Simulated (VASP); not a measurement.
## BaTiO3 (strained cubic perovskite), PBE single-point calculation: VASP's output and Ansatz's

POSCAR

```
Ba Ti O
 1.0000000000000000
     3.8343326595999998    0.0000000000000000    0.0000000000000000
     0.0000000000000000    3.8343326595999998    0.0000000000000000
     0.0000000000000000    0.0000000000000000    3.8343326595999998
 Ba  Ti  O
   1   1   3
Cartesian
  0.0000000000000000  0.0000000000000000  0.0000000000000000
  1.9171663297999999  1.9171663297999999  1.9171663297999999
  1.9171663297999999  1.9171663297999999  0.0000000000000000
  1.9171663297999999  0.0000000000000000  1.9171663297999999
  0.0000000000000000  1.9171663297999999  1.9171663297999999
```

VASP ran with the recommended PBE PAW datasets (40 valence electrons in the cell).

From OUTCAR

```
k-points           NKPTS =     20   k-points in BZ     NKDIM =     20   number of bands    NBANDS=     28

   NELECT =      40.0000    total number of electrons

   dimension x,y,z NGX =    30 NGY =   30 NGZ =   30
   dimension x,y,z NGXF=    60 NGYF=   60 NGZF=   60

  energy-cutoff  :      520.00
  volume of cell :       56.37
      direct lattice vectors                 reciprocal lattice vectors
     3.834332660  0.000000000  0.000000000     0.260801576  0.000000000  0.000000000
     0.000000000  3.834332660  0.000000000     0.000000000  0.260801576  0.000000000
     0.000000000  0.000000000  3.834332660     0.000000000  0.000000000  0.260801576

 k-points in reciprocal lattice and weights: KPOINTS created by Atomic Simulation Env
   0.00000000  0.00000000  0.00000000       0.005
   0.16666667  0.00000000  0.00000000       0.028
   0.33333333  0.00000000  0.00000000       0.028
   0.50000000  0.00000000  0.00000000       0.014
   0.16666667  0.16666667  0.00000000       0.056
   0.33333333  0.16666667  0.00000000       0.111
   0.50000000  0.16666667  0.00000000       0.056
   0.33333333  0.33333333  0.00000000       0.056
   ...

 E-fermi :   5.4322

 k-point     1 :       0.0000    0.0000    0.0000
  band No.  band energies     occupation
      1     -51.1859      2.00000
      2     -27.4825      2.00000
      3     -27.4825      2.00000
      4     -27.4825      2.00000
      5     -19.7025      2.00000
      6     -12.2541      2.00000
      7     -11.6790      2.00000
      8     -11.6790      2.00000
      9      -4.8978      2.00000
     10      -4.8978      2.00000
     11      -4.8978      2.00000
     12       2.7282      2.00000
     13       2.7282      2.00000
     14       2.7282      2.00000
     15       3.5748      2.00000
     16       3.5748      2.00000
     17       3.5748      2.00000
     18       4.8968      2.00000
     19       4.8968      2.00000
     20       4.8968      2.00000
     21       6.8783      0.00000
     22       6.8783      0.00000
     23       6.8783      0.00000
     24       9.6802      0.00000
     25       9.6802      0.00000
     26      10.1317      0.00000
     27      10.1317      0.00000
     28      13.8153      0.00000

 k-point     2 :       0.1667    0.0000    0.0000
  band No.  band energies     occupation
      1     -51.1853      2.00000
      2     -27.5080      2.00000
      3     -27.4815      2.00000
      4     -27.4815      2.00000
      5     -19.6444      2.00000
      6     -12.3416      2.00000
      7     -11.6649      2.00000
      8     -11.6023      2.00000
      9      -4.8368      2.00000
     10      -4.8368      2.00000
     11      -4.7140      2.00000
     12       2.1636      2.00000
     13       2.5758      2.00000
     14       2.5758      2.00000
     15       3.2616      2.00000
     16       3.2616      2.00000
     17       3.2741      2.00000
     18       4.1839      2.00000
     19       4.6752      2.00000
     20       4.6752      2.00000
     21       6.9319      0.00000
     22       7.5246      0.00000
     23       7.5246      0.00000
     24       9.7310      0.00000
     25      10.4528      0.00000
     26      10.6886      0.00000
     27      10.7993      0.00000
     28      14.0296      0.00000

 k-point     3 :       0.3333    0.0000    0.0000
  band No.  band energies     occupation
      1     -51.1843      2.00000
      2     -27.5583      2.00000
      3     -27.4794      2.00000
      4     -27.4794      2.00000
      5     -19.5234      2.00000
      6     -12.6404      2.00000
      7     -11.6377      2.00000
      8     -11.2846      2.00000
      9      -4.7074      2.00000
     10      -4.7074      2.00000
     11      -4.3507      2.00000
     12       1.0628      2.00000
     13       2.0977      2.00000
     14       2.0977      2.00000
     15       2.7665      2.00000
     16       2.9937      2.00000
     17       2.9937      2.00000
     18       3.1988      2.00000
     19       4.3457      2.00000
     20       4.3457      2.00000
     21       7.0440      0.00000
     22       8.5779      0.00000
     23       8.5779      0.00000
     24       9.7530      0.00000
     25      11.6680      0.00000
     26      11.8799      0.00000
     27      12.2513      0.00000
     28      13.7607      0.00000

 ...

  Total       12.1365759     12.1365759     12.1365759      0.0000000      0.0000000      0.0000000
  in kB      344.9351028    344.9351028    344.9351028      0.0000000      0.0000000      0.0000000
  external PRESSURE =     344.9351028 kB  Pullay stress =       0.0000000 kB

 POSITION                                       TOTAL-FORCE (eV/Angst)
 -----------------------------------------------------------------------------------
      0.00000      0.00000      0.00000         0.000000      0.000000      0.000000
      1.91717      1.91717      1.91717         0.000000      0.000000      0.000000
      1.91717      1.91717      0.00000         0.000000      0.000000      0.000000
      1.91717      0.00000      1.91717         0.000000      0.000000      0.000000
      0.00000      1.91717      1.91717         0.000000      0.000000      0.000000
 -----------------------------------------------------------------------------------
    total drift:                                0.000000      0.000000     -0.000000

  FREE ENERGIE OF THE ION-ELECTRON SYSTEM (eV)
  ---------------------------------------------------
  free  energy   TOTEN  =       -39.1099651216 eV

  energy  without entropy=      -39.1099651216  energy(sigma->0) =      -39.10996512
```

Each program uses its own PAW datasets. VASP's cell holds 40 valence electrons and Ansatz's 40. Ansatz's stress includes a Pulay correction; VASP's doesn't.

Problem. What does Ansatz give for the same cell and level of theory?

Solution. gap between bands v and c 2.01 eV; least direct gap 2.01 eV; pressure 31.6 GPa.

Ansatz printed

```
SCF 1 converged in 6 iterations: F = -10158.823735 eV  dr2 = 1.74e-9
  greatest PAW one-centre occupation: 0.999 electrons in one spin orbital (limit 2), on the Ti atom at site 1 (counted from 0), in its partial waves of l = 0
NSCF: frozen V_eff on 4 k-points
SCF converged after 6 iterations
Free energy (F): -10158.823735 eV
Harris-Foulkes:  -10158.823735 eV  (|F-HF|=1.00e-9)
Internal energy: -10158.823735 eV  (E = F + TS)
E sigma→0 (E₀):  -10158.823735 eV
Fermi energy:    13.304620 eV
--- Per-component energies (eV) ---
  E_band       = -60.501885
  E_kinetic    = 986.556876
  E_local      = -1937.948433  (includes V_loc(G=0)·N_el)
  E_nonlocal   = 204.856209
  E_hartree    = 774.933397
  E_xc         = -495.881851
  E_vxc        = -552.192910  (∫ρ·V_xc dr)
  E_paw        = -6746.758115  (= ΣΔE_a)
  E_vpaw       = -311.647201  (= ΣTr[D̂ρ^β])
  E_aug_tail   = 0.007567  (compensation charges beyond the density's cutoff)
  E_ewald      = -2944.589386
  E_smearing   = -0.000000  (= −TS)
  E_closure    = 0.000000  (closes the sum)
  Σ components = -10158.823735   (vs F -10158.823735, Δ=0.00e0)
--- Forces (eV/Å), atoms counted from 1 ---
  atom   1  Ba    -0.00000000     0.00000000    -0.00000000
  atom   2  Ti     0.00000000     0.00000000    -0.00000000
  atom   3  O      0.00000000    -0.00000000    -0.00000000
  atom   4  O      0.00000000    -0.00000000     0.00000000
  atom   5  O      0.00000000     0.00000000     0.00000000
  max |Σ_I F_I| component: 4.14e-29 eV/Å
--- Stress (GPa, compression-positive) ---
       31.612266       0.000000       0.000000
       -0.000000      31.612266       0.000000
        0.000000       0.000000      31.612266
  P = ⅓ Tr σ = 31.6123 GPa (316.123 kbar)
--- Band table (eV; the first three rows and the last of 20) ---
  k-point 0: bands = ["-43.7170", "-20.0348", "-20.0348", "-20.0348", "-12.1244", "-4.8255", "-4.2759", "-4.2759", "2.6550", "2.6550", "2.6550", "10.1326", "10.1326", "10.1326", "10.8931", "10.8931", "10.8931", "12.2995", "12.2995", "12.2995", "14.3127", "14.3127", "14.3127", "17.1300", "17.1300"]
  k-point 1: bands = ["-43.7166", "-20.0599", "-20.0337", "-20.0337", "-12.0648", "-4.9153", "-4.2639", "-4.1950", "2.7176", "2.7176", "2.8385", "9.5687", "9.9834", "9.9834", "10.6063", "10.6063", "10.6291", "11.5926", "12.0784", "12.0784", "14.3544", "14.9431", "14.9431", "17.1662", "17.8958"]
  k-point 2: bands = ["-43.7157", "-20.1096", "-20.0315", "-20.0315", "-11.9406", "-5.2193", "-4.2399", "-3.8695", "2.8503", "2.8503", "3.2014", "8.4670", "9.5135", "9.5135", "10.1756", "10.3662", "10.3662", "10.6183", "11.7491", "11.7491", "14.4411", "15.9835", "15.9835", "17.1838", "19.0829"]
  k-point 19: bands = ["-43.7117", "-20.1202", "-20.1202", "-20.1202", "-11.6194", "-3.8135", "-3.8135", "-3.8135", "1.5661", "1.5661", "1.5661", "7.5507", "8.0018", "8.0018", "10.0611", "10.0611", "10.0611", "12.2325", "12.2325", "12.2325", "17.3165", "17.3165", "17.3165", "19.7244", "19.7244"]
```
